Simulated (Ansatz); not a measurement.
# Li2S (Fm-3m): zero-pressure volume and bulk modulus with r²SCAN + rVV10

An exercise on one series of results from a longer session: the logs are not shown, and one member is left open.

Method: DFT r²SCAN + rVV10, scalar-relativistic, plane waves, PAW, in Ansatz 0.2.0.

2 further runs of the same task are left out: 1 that didn't finish, 1 set aside as unsound or not needed. Runs told in other sessions of the task aren't counted.

## The starting structure

Symmetry: Fm-3m, No. 225, cubic system. Conventional cell: a = 5.708 Å, b = 5.708 Å, c = 5.708 Å, α = 90.00°, β = 90.00°, γ = 90.00°. Around Li (site symmetry -43m) lie 4 S at 2.47 Å. Around S (site symmetry m-3m) lie 8 Li at 2.47 Å.

Structure file:

```
CELL_PARAMETERS angstrom
0.00000 2.85400 2.85400
2.85400 0.00000 2.85400
2.85400 2.85400 0.00000
ATOMIC_POSITIONS crystal
Li 0.25000 0.25000 0.25000
Li 0.75000 0.75000 0.75000
S 0.00000 0.00000 0.00000
```

An earlier run at PBE left this cell at 15.498 Å³/atom and -0.05 GPa (8×8×8 mesh), mesh gap 3.39 eV.

The first run:

input.yaml reads:

```yaml
crystal:
  lattice:
    - [0.0, 2.8540007422, 2.8540007422]
    - [2.8540007422, 0.0, 2.8540007422]
    - [2.8540007422, 2.8540007422, 0.0]
  atoms:
    - { symbol: Li, position: [0.25, 0.25, 0.25] }
    - { symbol: Li, position: [0.75, 0.75, 0.75] }
    - { symbol: S, position: [0.0, 0.0, 0.0] }
basis:
  ecutwfc: 500
  ecutrho_ratio: 4
kpoints:
  mp_grid: { grid: [8, 8, 8] }
hamiltonian:
  xc: r2scan
  dispersion: rvv10
scf:
  occupations: { method: gaussian, width: 0.05 }
output:
  forces: true
  stress: true
  eigenvalues: true
```

Started as:

```bash
> ansatz run input.yaml --threads 4 --pin off --max-ram 8192MiB --backend cpu --events-out ev --progress --plain --runs-dir out
```

Steps of the session up to this table: At the given cell; Stepping to 15.417 Å³/atom; Stepping to 15.211 Å³/atom; Volume × 0.98 of the new zero; Volume × 1.02 of the new zero; Volume × 0.96 of the new zero; Volume × 1.04 of the new zero.

One table of the session follows, with a row left open; its other results are not shown here.

It belongs to the step «Energy and pressure against volume». 

```
volume (Å³/atom)  energy (meV/atom)  pressure (GPa)
          14.603               3.50            1.91
          14.907               0.84            0.91
          15.211               0.00            0.00
          15.516                  ?               ?
          15.820               3.10           -1.58
```

**Question.** Estimate the row for volume (Å³/atom) = 15.516.

Worked estimate for «energy (meV/atom)». A straight line through the neighbours (15.211, 0.00) and (15.820, 3.10) gives 0.00 + (3.10 − 0.00) × (15.516 − 15.211) / (15.820 − 15.211) = 1.55; a parabola fitted to 3 rows on both sides gives 0.75.

**Answer.** energy (meV/atom): 0.80; pressure (GPa): -0.83. In «energy (meV/atom)» the line misses by +0.75 and the parabola by -0.05.
